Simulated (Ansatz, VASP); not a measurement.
# InGa2Sb2As in two plane-wave programs

Aim: how closely do two programs agree when they are given the same cell, functional and k mesh? The cell is taken from a series of runs on this material, whose earlier steps may have relaxed, scaled, displaced or heated it; both programs get it as it stands.

Method: plane waves, with VASP 6.6.1 beside it; single point at HSE06, in Ansatz 0.2.0.

## 1. Starting point

The cell holds 12 atoms: 2 In, 2 As, 4 Ga and 4 Sb. Cell: a = 4.283 Å, b = 4.268 Å, c = 18.101 Å, α = 90.0°, β = 90.0°, γ = 90.0°. It derives from InAs. The structure's axis is c.

## 2. VASP: single point, HSE06

With cell and atoms fixed, the geometry can't cause a difference; cores, projectors, grids and the points listed under the comparison can.

Lines of VASP's logs that name or quote its potential files are left out, and so is its time.

The run reads the wave functions of an earlier VASP run, which isn't shown here.

Input file INCAR:

```
SYSTEM = InGa2Sb2As
PREC = Accurate
ENCUT = 400
EDIFF = 1E-06
NELM = 100
ISMEAR = -1
SIGMA = 0.03
LREAL = .FALSE.
ALGO = Normal
LHFCALC = .TRUE.
AEXX = 0.25
GGA = PE
HFSCREEN = 0.208
LASPH = .TRUE.
NBANDS = 66
PRECFOCK = Fast
LORBIT = 11
LWAVE = .FALSE.
LCHARG = .FALSE.
KPAR = 4
NCORE = 4
ISIF = 2
```

Input file POSCAR:

```
InGa2Sb2As
1.0
    4.2834150196      0.0000000000      0.0000000000
    0.0000000000      4.2681285361      0.0000000000
    0.0000000000      0.0000000000     18.1007615416
In As Ga Sb
2 2 4 4
Direct
    0.0000000000      0.0000000000      0.0475887785
    0.5000000000      0.5000000000      0.2134118397
    0.5000000000      0.0000000000      0.1300715094
    0.0000000000      0.5000000000      0.2966593053
    0.0000000000      0.0000000000      0.3684557018
    0.5000000000      0.5000000000      0.5350221727
    0.0000000000      0.0000000000      0.7019893134
    0.5000000000      0.5000000000      0.8690655125
    0.5000000000      0.0000000000      0.4515433353
    0.0000000000      0.5000000000      0.6182564327
    0.5000000000      0.0000000000      0.7851171120
    0.0000000000      0.5000000000      0.9514765528
```

Input file KPOINTS:

```
Automatic mesh
0
Gamma
4 4 2
0 0 0
```

PAW data sets: In_d, As, Ga_d and Sb (PBE family, release 64).

On the command line:

```bash
> mpirun -np 16 vasp_std
```

Numbers of over 12 decimals in the logs are rounded to 6 here.

Log:

```text
[banner, memory and clock lines left out]
running   16 mpi-ranks, on    1 nodes
 distrk:  each k-point on    4 cores,    4 groups
 distr:  one band on    4 cores,    1 groups

 POSCAR found type information on POSCAR InAsGaSb
 POSCAR found :  4 types and      12 ions
 LDA part: xc-table for (Slater+PW92), standard interpolation
 found WAVECAR, reading the header
 POSCAR, INCAR and KPOINTS ok, starting setup
 FFT: planning ... GRIDC
 FFT: planning ... GRID_SOFT
 FFT: planning ... GRID
 reading WAVECAR
 the WAVECAR file was read successfully
 initial charge from wavefunction
 entering main loop
       N       E                     dE             d eps       ncg     rms          rms(c)
DAV:   1    -0.537109723300E+02   -0.53711E+02   -0.10926E+01  3470   0.197E+01    0.374E+01
DAV:   2    -0.537744684022E+02   -0.63496E-01   -0.53625E-01  2784   0.469E+00    0.243E+01
DAV:   3    -0.537672753138E+02    0.71931E-02   -0.67946E-02  3632   0.160E+00    0.158E+01
DAV:   4    -0.537637045884E+02    0.35707E-02   -0.60926E-03  3092   0.450E-01    0.963E+00
DAV:   5    -0.537624641246E+02    0.12405E-02   -0.11847E-03  3286   0.168E-01    0.580E+00
DAV:   6    -0.537621078559E+02    0.35627E-03   -0.30839E-04  2882   0.876E-02    0.347E+00
DAV:   7    -0.537619996385E+02    0.10822E-03   -0.72033E-05  3150   0.500E-02    0.207E+00
DAV:   8    -0.537619709352E+02    0.28703E-04   -0.28032E-05  2940   0.287E-02    0.123E+00
DAV:   9    -0.537619676064E+02    0.33288E-05   -0.85394E-06  2596   0.194E-02    0.726E-01
DAV:  10    -0.537619709546E+02   -0.33483E-05   -0.33492E-06  2284   0.112E-02    0.429E-01
DAV:  11    -0.537619748275E+02   -0.38728E-05   -0.15247E-06  1882   0.698E-03    0.254E-01
DAV:  12    -0.537619778688E+02   -0.30413E-05   -0.70942E-07  1668   0.585E-03    0.150E-01
DAV:  13    -0.537619799570E+02   -0.20882E-05   -0.48741E-07  1608   0.429E-03    0.885E-02
DAV:  14    -0.537619812794E+02   -0.13224E-05   -0.28857E-07  1556   0.356E-03    0.518E-02
DAV:  15    -0.537619820841E+02   -0.80473E-06   -0.18075E-07  1540   0.257E-03
   1 F= -.53761982E+02 E0= -.53761981E+02  d E =-.119059E-05
```

From OUTCAR (step 2):

```text
ion  position               nearest neighbor table
   1  0.000  0.000  0.048-   3 2.61   3 2.61  12 2.75  12 2.75
   2  0.500  0.500  0.213-   3 2.61   3 2.61   4 2.62   4 2.62
   3  0.500  0.000  0.130-   1 2.61   1 2.61   2 2.61   2 2.61
   4  0.000  0.500  0.297-   5 2.50   5 2.50   2 2.62   2 2.62
   5  0.000  0.000  0.368-   4 2.50   4 2.50   9 2.62   9 2.62
   6  0.500  0.500  0.535-   9 2.61   9 2.61  10 2.62  10 2.62
   7  0.000  0.000  0.702-  11 2.62  11 2.62  10 2.62  10 2.62
   8  0.500  0.500  0.869-  12 2.61  12 2.61  11 2.62  11 2.62
   9  0.500  0.000  0.452-   6 2.61   6 2.61   5 2.62   5 2.62
  10  0.000  0.500  0.618-   7 2.62   7 2.62   6 2.62   6 2.62
  11  0.500  0.000  0.785-   7 2.62   7 2.62   8 2.62   8 2.62
  12  0.000  0.500  0.951-   8 2.61   8 2.61   1 2.75   1 2.75

  LATTYP: Found a simple orthorhombic cell.
 ALAT       =     4.2681285361
 B/A-ratio  =     1.0035815424
 C/A-ratio  =     4.2409129408

 Subroutine GETGRP returns: Found  4 space group operations
 (whereof  4 operations were pure point group operations)

The static configuration has the point symmetry C_2v.

 Found     18 irreducible k-points:

   k-points           NKPTS =     18   k-points in BZ     NKDIM =     32   number of bands    NBANDS=     66

   dimension x,y,z NGX =    28 NGY =   28 NGZ =  120
   dimension x,y,z NGXF=    56 NGYF=   56 NGZF=  240

   ENCUT  =  400.0 eV  29.40 Ry    5.42 a.u.   6.99  6.96 29.52*2*pi/ulx,y,z

   NELECT =     108.0000    total number of electrons

 k-points in reciprocal lattice and weights: Automatic mesh
   0.00000000  0.00000000  0.00000000       0.031
   0.25000000  0.00000000  0.00000000       0.062
   0.50000000  0.00000000  0.00000000       0.031
   0.00000000  0.25000000  0.00000000       0.062
   0.25000000  0.25000000  0.00000000       0.125
   0.50000000  0.25000000  0.00000000       0.062
   0.00000000  0.50000000  0.00000000       0.031
   0.25000000  0.50000000  0.00000000       0.062
   0.50000000  0.50000000  0.00000000       0.031
[...]
0.25000000  0.50000000  0.50000000       0.062
   0.50000000  0.50000000  0.50000000       0.031

  exchange ACFDT corr.  =         0.00000000  see jH, gK, PRB 81, 115126

 average (electrostatic) potential at core
       1 -90.1621       2 -90.1966       3 -45.6973       4 -45.7966       5 -58.6473
       6 -58.5232       7 -58.5115       8 -58.5219       9 -83.4852      10 -83.5091
      11 -83.4912      12 -83.3579

 E-fermi :   5.1108

 k-point     1 :       0.0000    0.0000    0.0000
  band No.  band energies     occupation
    ...
     50       3.6454      2.00000
     51       3.7966      2.00000
     52       4.6066      2.00000
     53       4.6284      2.00000
     54       4.7953      1.99995
     55       5.4258      0.00005
     56       6.2123      0.00000
     57       6.3271      0.00000
     58       6.4273      0.00000
     59       6.5759      0.00000
    ...

 k-point     2 :       0.2500    0.0000    0.0000
  band No.  band energies     occupation
    ...
     50       3.3796      2.00000
     51       3.7441      2.00000
     52       3.7961      2.00000
     53       3.8666      2.00000
     54       4.5499      2.00000
     55       6.0603      0.00000
     56       6.5271      0.00000
     57       6.8796      0.00000
     58       6.9841      0.00000
     59       7.2230      0.00000
    ...

 k-point     3 :       0.5000    0.0000    0.0000
  band No.  band energies     occupation
    ...
     50       3.1648      2.00000
     51       3.4110      2.00000
     52       3.4283      2.00000
     53       3.4600      2.00000
     54       4.1133      2.00000
     55       6.0246      0.00000
     56       6.4876      0.00000
     57       6.6220      0.00000
     58       6.7274      0.00000
     59       7.6212      0.00000
    ...

  Total        4.7877850      4.9020060      3.4673730      0.0000000      0.0000000      0.0000000
  in kB       23.1803896     23.7333982     16.7875242      0.0000000      0.0000000      0.0000000
  external PRESSURE =      21.2337707 kB  Pullay stress =       0.0000000 kB

  energy-cutoff  :      400.00
  volume of cell :      330.92
      direct lattice vectors                 reciprocal lattice vectors
     4.283415020  0.000000000  0.000000000     0.233458583  0.000000000  0.000000000
     0.000000000  4.268128536  0.000000000     0.000000000  0.234294725  0.000000000
     0.000000000  0.000000000 18.100761542     0.000000000  0.000000000  0.055246294

 POSITION                                       TOTAL-FORCE (eV/Angst)
 -----------------------------------------------------------------------------------
      0.00000      0.00000      0.86139         0.000000      0.000000     -0.090193
      2.14171      2.13406      3.86292         0.000000      0.000000     -0.017237
      2.14171      0.00000      2.35439         0.000000      0.000000      0.024741
      0.00000      2.13406      5.36976         0.000000      0.000000      0.011514
      0.00000      0.00000      6.66933         0.000000      0.000000      0.041067
      2.14171      2.13406      9.68431         0.000000      0.000000     -0.000527
      0.00000      0.00000     12.70654         0.000000      0.000000     -0.012206
      2.14171      2.13406     15.73075         0.000000      0.000000     -0.021418
      2.14171      0.00000      8.17328         0.000000      0.000000      0.011731
      0.00000      2.13406     11.19091         0.000000      0.000000      0.007581
      2.14171      0.00000     14.21122         0.000000      0.000000      0.018207
      0.00000      2.13406     17.22245         0.000000      0.000000      0.026740
 -----------------------------------------------------------------------------------
    total drift:                               -0.000008      0.000013     -0.002655

  FREE ENERGIE OF THE ION-ELECTRON SYSTEM (eV)
  ---------------------------------------------------
  free  energy   TOTEN  =       -53.7619820841 eV

  energy  without entropy=      -53.7619808936  energy(sigma->0) =      -53.76198149

 total charge
# of ion       s       p       d       tot
------------------------------------------
    1        0.869   0.779   9.895  11.544
    2        0.859   0.759   9.904  11.523
    3        1.225   1.625   0.023   2.872
    4        1.225   1.609   0.026   2.860
    5        0.849   0.762   9.993  11.604
    6        0.858   0.803   9.982  11.643
    7        0.858   0.802   9.982  11.642
    8        0.857   0.797   9.984  11.638
    9        1.133   1.595   0.031   2.759
   10        1.133   1.587   0.032   2.752
   11        1.133   1.587   0.032   2.752
   12        1.134   1.606   0.027   2.767
--------------------------------------------------
tot         12.133  14.312  59.911  86.356

[... 3 further parts left out ...]
```

The run ends at a pressure of 2.12 GPa, with forces up to 0.090 eV/Å.

[end of part 1 of 2]

[Lines on the potential files, build, host, timing and source positions are cut from VASP's logs without a mark.]

[Logs are printed without paths, hosts, clocks, repeated set-up lines and the standing remarks that a program may print on its own settings, such as how far it seeks lower states.]

[Hosts, paths, dates, database ids (printed as entryN), source tags and the programs' standing remarks are cut or masked in the printed files.]
